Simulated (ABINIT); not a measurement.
# AlP (F-43m): G0W0 in ABINIT against the k mesh

Wanted: the cheapest k mesh that holds the gap of AlP (F-43m).

Program: ABINIT 10.8.3. Level of theory: PBE and many-body steps on it, plane waves. Results are calculated unless marked as measured.

The database entry behind the starting cell differs from later determinations by our own check (0.1 to 0.3 % short, probably kX units), so it need not match the best structure at ambient conditions.

### 1. The starting structure

The structure is cubic, space group F-43m (No. 216). The conventional cell has a = 5.451 Å, b = 5.451 Å, c = 5.451 Å, α = 90.00°, β = 90.00°, γ = 90.00°. Al has 4 P at 2.36 Å nearest. Nearest to P lie 4 Al at 2.36 Å. Farther neighbours are not listed.

The cell and positions come from the Crystallography Open Database and are kept as given unless a step says otherwise.

### 2. Empty states on the mesh, 4×4×4 mesh, 272 bands

This step: ABINIT 10.8.3; DFT, PBE, plane waves, norm-conserving pseudopotentials.

The sums over transitions need many empty states on a uniform mesh; this step solves for them.

Contents of run.abi:

```
acell 3*1.0 Angstrom
rprim 
  -0.000000000000 2.725500000000 2.725500000000
  2.725500000000 -0.000000000000 2.725500000000
  2.725500000000 2.725500000000 -0.000000000000
ntypat 2
znucl 13 15
natom 2
typat 1 2
xred 
  0.000000000000 0.000000000000 0.000000000000
  0.250000000000 0.250000000000 0.250000000000
pp_dirpath "pseudos"
pseudos "Al.upf, P.upf"
ecut 18
ngkpt 4 4 4
nshiftk 1
shiftk 0 0 0
kptopt 1
chksymbreak 0
irdden 1
istwfk *1
nband 272
prtvol 0
optdriver 6
gwr_task "HDIAGO"
paral_kgb 0
occopt 1
indata_prefix "in"
outdata_prefix "out"
tmpdata_prefix "tmp"
```

Started as:

```
OMP_NUM_THREADS=1 mpirun -n 4 abinit run.abi > log
```

Output:

```text
.Version 10.8.3 of ABINIT. v10.8.2 released Aug 2026.

 Symmetries : space group F-4 3 m (#216); Bravais cF (face-center cubic)
[... echo of the input left out ...]
== DATASET  1 ==================================================================
-   mpi_nproc: 4, omp_nthreads: 1 (-1 if OMP is not activated)

--- !DatasetInfo
iteration_state: {dtset: 1, }
dimensions: {natom: 2, nkpt: 8, mband: 272, nsppol: 1, nspinor: 1, nspden: 1, mpw: 1008, }
cutoff_energies: {ecut:  18.0, pawecutdg:  -1.0, }
[...]
Indirect band gap semiconductor
 Fundamental gap:     1.564 (eV)
   VBM:     3.875 (eV) at k: [ 0.0000E+00,  0.0000E+00,  0.0000E+00]
   CBM:     5.439 (eV) at k: [ 5.0000E-01,  5.0000E-01,  0.0000E+00]
 Direct gap:         3.325 (eV) at k: [ 0.0000E+00,  0.0000E+00,  0.0000E+00]

== END DATASET(S) ==============================================================
================================================================================

 -outvars: echo values of variables after computation  --------
           etotal      0.0000000000E+00
            nband         272
             nkpt           8
          spgroup         216
 [... the other variables as echoed above ...]

 Calculation completed.
```

It took 4.8 s on 4 MPI ranks of Arm Neoverse V1, shared host; peak memory 0.45 GiB; 19 s of CPU time.

Numbers from this step:

```
gap                                                           : 1.564 eV
k of the valence top                                          : 0, 0, 0
k of the conduction bottom                                    : 0.5, 0.5, 0
least direct gap                                              : 3.325 eV
k points computed                                             : 8
lowest point of the top converged band, above the valence top : 186.3598 eV
```

On this mesh the gap is 1.564 eV.

The density comes from a self-consistent run that is not shown.

### 3. Empty states on the mesh, 2×2×2 mesh, 77 bands

run.abi: that of step 2 with these lines changed.

```diff
@@ -15,3 +15,3 @@
 ecut 18
-ngkpt 4 4 4
+ngkpt 2 2 2
 nshiftk 1
@@ -22,3 +22,3 @@
 istwfk *1
-nband 272
+nband 77
 prtvol 0
```

Output:

```text
[banner, memory and clock lines left out]
.Version 10.8.3 of ABINIT. v10.8.2 released Aug 2026.

 Symmetries : space group F-4 3 m (#216); Bravais cF (face-center cubic)
[... echo of the input left out ...]
== DATASET  1 ==================================================================
-   mpi_nproc: 4, omp_nthreads: 1 (-1 if OMP is not activated)

--- !DatasetInfo
iteration_state: {dtset: 1, }
dimensions: {natom: 2, nkpt: 3, mband: 77, nsppol: 1, nspinor: 1, nspden: 1, mpw: 1008, }
cutoff_energies: {ecut:  18.0, pawecutdg:  -1.0, }
[...]
Integrated=    8.0000E+00

 === KS gaps after direct diagonalization ===
 Indirect band gap semiconductor
 Fundamental gap:     1.564 (eV)
   VBM:     3.875 (eV) at k: [ 0.0000E+00,  0.0000E+00,  0.0000E+00]
   CBM:     5.439 (eV) at k: [ 5.0000E-01,  5.0000E-01,  0.0000E+00]
 Direct gap:         3.325 (eV) at k: [ 0.0000E+00,  0.0000E+00,  0.0000E+00]

== END DATASET(S) ==============================================================

 -outvars: echo values of variables after computation  --------
           etotal      0.0000000000E+00
            nband          77
             nkpt           3
          spgroup         216
 [... the other variables as echoed above ...]

 Calculation completed.
```

It took 3.2 s on 4 MPI ranks; peak memory 0.35 GiB; 12 s of CPU time.

This step gave:

```yaml
gap: 1.564 eV
k_of_the_valence_top: 0, 0, 0
k_of_the_conduction_bottom: 0.5, 0.5, 0
least_direct_gap: 3.325 eV
k_points_computed: 3
lowest_point_of_the_top_converged_band_above_the_valence_top: 68.4039 eV
```

On this mesh the gap is 1.564 eV.

### 4. Empty states on the mesh, 6×6×6 mesh, 77 bands

run.abi: that of step 3 with these lines changed.

```diff
@@ -15,3 +15,3 @@
 ecut 18
-ngkpt 2 2 2
+ngkpt 6 6 6
 nshiftk 1
```

Output:

```text
[banner, memory and clock lines left out]
.Version 10.8.3 of ABINIT. v10.8.2 released Aug 2026.

 Symmetries : space group F-4 3 m (#216); Bravais cF (face-center cubic)
[... echo of the input left out ...]
== DATASET  1 ==================================================================
-   mpi_nproc: 4, omp_nthreads: 1 (-1 if OMP is not activated)

--- !DatasetInfo
iteration_state: {dtset: 1, }
dimensions: {natom: 2, nkpt: 16, mband: 77, nsppol: 1, nspinor: 1, nspden: 1, mpw: 1018, }
cutoff_energies: {ecut:  18.0, pawecutdg:  -1.0, }
[...]
Integrated=    8.0000E+00

 === KS gaps after direct diagonalization ===
 Indirect band gap semiconductor
 Fundamental gap:     1.564 (eV)
   VBM:     3.875 (eV) at k: [ 0.0000E+00,  0.0000E+00,  0.0000E+00]
   CBM:     5.439 (eV) at k: [ 5.0000E-01,  5.0000E-01,  0.0000E+00]
 Direct gap:         3.325 (eV) at k: [ 0.0000E+00,  0.0000E+00,  0.0000E+00]

== END DATASET(S) ==============================================================

 -outvars: echo values of variables after computation  --------
           etotal      0.0000000000E+00
            nband          77
             nkpt          16
          spgroup         216
 [... the other variables as echoed above ...]

 Calculation completed.
```

Elapsed: 6.8 s, on 4 MPI ranks; peak memory 0.4 GiB; 27 s of CPU time.

This step gave:

```yaml
gap: 1.564 eV
k_of_the_valence_top: 0, 0, 0
k_of_the_conduction_bottom: 0.5, 0.5, 0
least_direct_gap: 3.325 eV
k_points_computed: 16
lowest_point_of_the_top_converged_band_above_the_valence_top: 68.4039 eV
```

On this mesh the gap is 1.564 eV.

### 5. Screening, 2×2×2 mesh, 69 bands, screening to 130.6 eV

The RPA dielectric matrix is built and inverted for each q.

This step: RPA screening on PBE, plane waves, norm-conserving pseudopotentials.

run.abi: that of step 4 with these lines changed.

```diff
@@ -15,3 +15,3 @@
 ecut 18
-ngkpt 6 6 6
+ngkpt 2 2 2
 nshiftk 1
@@ -20,10 +20,11 @@
 chksymbreak 0
-irdden 1
 istwfk *1
-nband 77
-prtvol 0
-optdriver 6
-gwr_task "HDIAGO"
-paral_kgb 0
 occopt 1
+irdwfk 1
+optdriver 3
+nband 69
+ecuteps 4.8
+inclvkb 2
+awtr 1
+symchi 1
 indata_prefix "in"
```

Output:

```text
.Version 10.8.3 of ABINIT. v10.8.2 released Aug 2026.

 Symmetries : space group F-4 3 m (#216); Bravais cF (face-center cubic)
[... echo of the input left out ...]
== DATASET  1 ==================================================================
-   mpi_nproc: 4, omp_nthreads: 1 (-1 if OMP is not activated)

--- !DatasetInfo
iteration_state: {dtset: 1, }
dimensions: {natom: 2, nkpt: 3, mband: 69, nsppol: 1, nspinor: 1, nspden: 1, mpw: 1008, }
cutoff_energies: {ecut:  18.0, pawecutdg:  -1.0, }
electrons: {nelect:   8.00000000E+00, charge:   0.00000000E+00, occopt:   1.00000000E+00, tsmear:   1.00000000E-02, }

 SCREENING: Calculation of the susceptibility and dielectric matrices

 Based on a program developped by R.W. Godby, V. Olevano, G. Onida, and L. Reining.
 Incorporated in ABINIT by V. Olevano, G.-M. Rignanese, and M. Torrent.
.Using double precision arithmetic ; gwpc =  8

[... cell and pseudopotentials left out ...]
--------------------------------------------------------------------------------

 ==== K-mesh for the wavefunctions ====
 Number of points in the irreducible wedge :     3
[... list of points left out ...]
 Together with 24 symmetry operations and time-reversal symmetry
 yields     8 points in the full Brillouin Zone.

 ==== Q-mesh for the screening function ====
 Number of points in the irreducible wedge :     3
[... list of points left out ...]
 Together with 24 symmetry operations and time-reversal symmetry
 yields     8 points in the full Brillouin Zone.

 setmesh: FFT mesh size selected  =    24x   24x   24
          total number of points  =        13824

 vcoul_init : cutoff-mode = AUXILIARY_FUNCTION
 q-points for optical limit:   1
     1)      0.000010    0.000020    0.000030

- screening: taking advantage of time-reversal symmetry
- Maximum band index for partially occupied states nbvw = 4
- Remaining bands to be divided among processors   nbcw = 65
- Number of bands treated by each node ~16

 Number of electrons calculated from density =    8.0000; Expected =    8.0000
 average of density, n =  0.029277
 r_s =    2.0128
 omega_plasma =   16.5051 [eV]

 calculating chi0 at frequencies [eV] :
  1    0.000000E+00    0.000000E+00
  2    0.000000E+00    1.650509E+01

--------------------------------------------------------------------------------
  q-point number  1        q = ( 0.000000, 0.000000, 0.000000) [r.l.u.]
--------------------------------------------------------------------------------
[... chi0 elements left out ...]
 For q-point:  0.000010 0.000020 0.000030
  dielectric constant =  22.0189
  dielectric constant without local fields =  25.4659

  Average fulfillment of the sum rule on Im[epsilon] for q-point    1 :     81.58  [%]
[... wings left out ...]
  q-point number  2        q = ( 0.500000, 0.000000, 0.000000) [r.l.u.]
--------------------------------------------------------------------------------
[... chi0 elements left out ...]
  Average fulfillment of the sum rule on Im[epsilon] for q-point    2 :     85.78  [%]

 [... 1 further q-points ...]
```

It took 2.3 s on 4 MPI ranks; peak memory 0.08 GiB; 8.9 s of CPU time.

This step gave:

* ε∞ with local fields, on this mesh, along the program's q direction: 22.02
* the same without local fields: 25.47
* plasma frequency: 16.51 eV
* plane waves in the screening matrix: 137

Local fields lower ε∞ by 14 %. On a Γ-centred mesh this coarse the value itself is usually too large, while a short band sum pulls it down.

### 6. 2×2×2

This step: G0W0 on PBE, plane waves, norm-conserving pseudopotentials.

run.abi: that of step 5 with these lines changed.

```diff
@@ -23,8 +23,17 @@
 irdwfk 1
-optdriver 3
+optdriver 4
 nband 69
+gwcalctyp 0
+ecutsigx 18
+symsigma 1
+nkptgw 2
+kptgw 
+  0.0000000000 0.0000000000 0.0000000000
+  0.5000000000 0.5000000000 0.0000000000
+bdgw 
+  2 8
+  3 6
 ecuteps 4.8
-inclvkb 2
-awtr 1
-symchi 1
+irdscr 1
+ppmodel 1
 indata_prefix "in"
```

Output:

```text
.Version 10.8.3 of ABINIT. v10.8.2 released Aug 2026.

 Symmetries : space group F-4 3 m (#216); Bravais cF (face-center cubic)
[... echo of the input left out ...]
== DATASET  1 ==================================================================
-   mpi_nproc: 4, omp_nthreads: 1 (-1 if OMP is not activated)

--- !DatasetInfo
iteration_state: {dtset: 1, }
dimensions: {natom: 2, nkpt: 3, mband: 69, nsppol: 1, nspinor: 1, nspden: 1, mpw: 1008, }
cutoff_energies: {ecut:  18.0, pawecutdg:  -1.0, }
electrons: {nelect:   8.00000000E+00, charge:   0.00000000E+00, occopt:   1.00000000E+00, tsmear:   1.00000000E-02, }

 SIGMA: Calculation of the GW corrections

 Based on a program developped by R.W. Godby, V. Olevano, G. Onida, and L. Reining.
 Incorporated in ABINIT by V. Olevano, G.-M. Rignanese, and M. Torrent.
.Using double precision arithmetic ; gwpc =  8

[... cell and pseudopotentials left out ...]
--------------------------------------------------------------------------------

 ==== K-mesh for the wavefunctions ====
 Number of points in the irreducible wedge :     3
[... list of points left out ...]
 Together with 24 symmetry operations and time-reversal symmetry
 yields     8 points in the full Brillouin Zone.

 ==== Q-mesh for screening function ====
 Number of points in the irreducible wedge :     3
[... list of points left out ...]
 Together with 24 symmetry operations and time-reversal symmetry
 yields     8 points in the full Brillouin Zone.

 vcoul_init : cutoff-mode = AUXILIARY_FUNCTION
 q-points for optical limit:   1
     1)      0.000010    0.000020    0.000030
 setmesh: FFT mesh size selected  =    27x   27x   27
          total number of points  =        19683

 Number of electrons calculated from density =    8.0000; Expected =    8.0000
 average of density, n =  0.029277
 r_s =    2.0128
 omega_plasma =   16.5051 [eV]

 === KS Band Gaps ===
  >>>> For spin  1
   Minimum direct gap =   3.3252 [eV], located at k-point      :   0.0000  0.0000  0.0000
   Fundamental gap    =   1.5639 [eV], Top of valence bands at :   0.0000  0.0000  0.0000
                                       Bottom of conduction at :   0.5000  0.5000  0.0000
 SIGMA fundamental parameters:
 PLASMON POLE MODEL  1
 number of plane-waves for SigmaX                  965
 number of plane-waves for SigmaC and W            137
 number of plane-waves for wavefunctions           965
 number of bands                                    69
 number of independent spin polarizations            1
 number of spinorial components                      1
 number of k-points in IBZ                           3
 number of q-points in IBZ                           3
 number of symmetry operations                      24
 number of k-points in BZ                            8
 number of q-points in BZ                            8
 number of frequencies for dSigma/dE                 9
 frequency step for dSigma/dE [eV]                0.25
 number of omega for Sigma on real axis              0
 max omega for Sigma on real axis  [eV]           0.00
 zcut for avoiding poles [eV]                     0.10

 EPSILON^-1 parameters (SCR file):
 dimension of the eps^-1 matrix on file            137
 dimension of the eps^-1 matrix used               137
 number of plane-waves for wavefunctions           965
 number of bands                                    69
 number of q-points in IBZ                           3
 number of frequencies                               2
 number of real frequencies                          1
 number of imag frequencies                          1

 matrix elements of self-energy operator (all in [eV])

 Perturbative Calculation

--- !SelfEnergy_ee
iteration_state: {dtset: 1, }
kpoint     : [   0.000,    0.000,    0.000, ]
spin       : 1
KS_gap     :    3.325
QP_gap     :    4.185
Delta_QP_KS:    0.860
data: !SigmaeeData |
     Band     E0 <VxcDFT>   SigX SigC(E0)      Z dSigC/dE  Sig(E)    E-E0       E
        2   3.875 -12.041 -14.492   2.048   0.785  -0.273 -12.357  -0.316   3.559
        3   3.875 -12.041 -14.492   2.048   0.785  -0.273 -12.357  -0.316   3.559
        4   3.875 -12.041 -14.492   2.048   0.785  -0.273 -12.357  -0.316   3.559
        5   7.200  -9.905  -4.656  -4.567   0.797  -0.255  -9.362   0.544   7.744
        6   8.440  -9.430  -4.397  -4.309   0.800  -0.249  -8.851   0.579   9.019
        7   8.440  -9.430  -4.397  -4.309   0.800  -0.249  -8.851   0.579   9.019
        8   8.440  -9.430  -4.397  -4.309   0.800  -0.249  -8.851   0.579   9.019

--- !SelfEnergy_ee
iteration_state: {dtset: 1, }
kpoint     : [   0.500,    0.500,    0.000, ]
spin       : 1
KS_gap     :    3.679
QP_gap     :    4.408
Delta_QP_KS:    0.729
data: !SigmaeeData |
     Band     E0 <VxcDFT>   SigX SigC(E0)      Z dSigC/dE  Sig(E)    E-E0       E
        3   1.760 -11.010 -13.820   2.240   0.785  -0.274 -11.457  -0.448   1.312
        4   1.760 -11.010 -13.820   2.240   0.785  -0.274 -11.457  -0.448   1.312
        5   5.439  -8.009  -3.679  -3.985   0.813  -0.230  -7.728   0.281   5.720
        6   6.343  -8.826  -4.222  -3.998   0.810  -0.235  -8.335   0.490   6.834

== END DATASET(S) ==============================================================
================================================================================

 -outvars: echo values of variables after computation  --------
           etotal      0.0000000000E+00
            nband          69
             nkpt           3
          spgroup         216
 [... the other variables as echoed above ...]

 Calculation completed.
```

Run time: 2.8 s. Hardware: 4 MPI ranks; peak memory 0.08 GiB; 11 s of CPU time.

This step gave:

* G0W0 gap on the points computed: 2.161 eV
* starting gap on the mesh: 1.564 eV
* k of the valence top: 0, 0, 0
* k of the conduction bottom: 0.5, 0.5, 0
* Z at the valence top: 0.785
* Z at the conduction bottom: 0.813
* least direct G0W0 gap on the computed points: 4.185 eV

### 7. Screening, 4×4×4 mesh, 69 bands, screening to 130.6 eV

This step: RPA screening on PBE, plane waves, norm-conserving pseudopotentials.

run.abi: that of step 6 with these lines changed.

```diff
@@ -15,3 +15,3 @@
 ecut 18
-ngkpt 2 2 2
+ngkpt 4 4 4
 nshiftk 1
@@ -23,17 +23,8 @@
 irdwfk 1
-optdriver 4
+optdriver 3
 nband 69
-gwcalctyp 0
-ecutsigx 18
-symsigma 1
-nkptgw 2
-kptgw 
-  0.0000000000 0.0000000000 0.0000000000
-  0.5000000000 0.5000000000 0.0000000000
-bdgw 
-  2 8
-  3 6
 ecuteps 4.8
-irdscr 1
-ppmodel 1
+inclvkb 2
+awtr 1
+symchi 1
 indata_prefix "in"
```

Output:

```text
.Version 10.8.3 of ABINIT. v10.8.2 released Aug 2026.

 Symmetries : space group F-4 3 m (#216); Bravais cF (face-center cubic)
[... echo of the input left out ...]
== DATASET  1 ==================================================================
-   mpi_nproc: 4, omp_nthreads: 1 (-1 if OMP is not activated)

--- !DatasetInfo
iteration_state: {dtset: 1, }
dimensions: {natom: 2, nkpt: 8, mband: 69, nsppol: 1, nspinor: 1, nspden: 1, mpw: 1008, }
cutoff_energies: {ecut:  18.0, pawecutdg:  -1.0, }
electrons: {nelect:   8.00000000E+00, charge:   0.00000000E+00, occopt:   1.00000000E+00, tsmear:   1.00000000E-02, }

 SCREENING: Calculation of the susceptibility and dielectric matrices

 Based on a program developped by R.W. Godby, V. Olevano, G. Onida, and L. Reining.
 Incorporated in ABINIT by V. Olevano, G.-M. Rignanese, and M. Torrent.
.Using double precision arithmetic ; gwpc =  8

[... cell and pseudopotentials left out ...]
--------------------------------------------------------------------------------

 ==== K-mesh for the wavefunctions ====
 Number of points in the irreducible wedge :     8
[... list of points left out ...]
 Together with 24 symmetry operations and time-reversal symmetry
 yields    64 points in the full Brillouin Zone.

 ==== Q-mesh for the screening function ====
 Number of points in the irreducible wedge :     8
[... list of points left out ...]
 Together with 24 symmetry operations and time-reversal symmetry
 yields    64 points in the full Brillouin Zone.

 setmesh: FFT mesh size selected  =    24x   24x   24
          total number of points  =        13824

 vcoul_init : cutoff-mode = AUXILIARY_FUNCTION
 q-points for optical limit:   1
     1)      0.000010    0.000020    0.000030

- screening: taking advantage of time-reversal symmetry
- Maximum band index for partially occupied states nbvw = 4
- Remaining bands to be divided among processors   nbcw = 65
- Number of bands treated by each node ~16

 Number of electrons calculated from density =    8.0000; Expected =    8.0000
 average of density, n =  0.029277
 r_s =    2.0128
 omega_plasma =   16.5051 [eV]

 calculating chi0 at frequencies [eV] :
  1    0.000000E+00    0.000000E+00
  2    0.000000E+00    1.650509E+01

--------------------------------------------------------------------------------
  q-point number  1        q = ( 0.000000, 0.000000, 0.000000) [r.l.u.]
--------------------------------------------------------------------------------
[... chi0 elements left out ...]
 For q-point:  0.000010 0.000020 0.000030
  dielectric constant =  10.6981
  dielectric constant without local fields =  12.1864

  Average fulfillment of the sum rule on Im[epsilon] for q-point    1 :     82.54  [%]
[... wings left out ...]
  q-point number  2        q = ( 0.250000, 0.000000, 0.000000) [r.l.u.]
--------------------------------------------------------------------------------
[... chi0 elements left out ...]
  Average fulfillment of the sum rule on Im[epsilon] for q-point    2 :     88.88  [%]

 [... 6 further q-points ...]
```

Wall time 5.6 s (4 MPI ranks); peak memory 0.4 GiB; 22 s of CPU time.

This step gave:

| Quantity | Value |
| --- | --- |
| ε∞ with local fields, on this mesh, along the program's q direction | 10.70 |
| the same without local fields | 12.19 |
| plasma frequency | 16.51 eV |
| plane waves in the screening matrix | 137 |

[end of part 1 of 2]

[Paths, hosts, dates, memory and timing lines, banners, echoed tables and standing remarks are left out of the program output.]

[Logs are printed without paths, hosts, clocks, repeated set-up lines and the standing remarks that a program may print on its own settings, such as how far it seeks lower states.]

[Runs of the session that timed out or met a known fault of the program may be left out.]

[Hosts, paths, dates, database ids (printed as entryN), source tags and the programs' standing remarks are cut or masked in the printed files.]

[G0W0 gaps are taken among the corrected bands and points alone; a level outside them can change the order at an edge.]

[Where Ansatz stands beside ABINIT at settings called matched, ABINIT's density can come from a denser mesh and the files from another edition; pairs whose starting gaps differed by over 0.03 eV were left out, so agreement reads better than it is.]
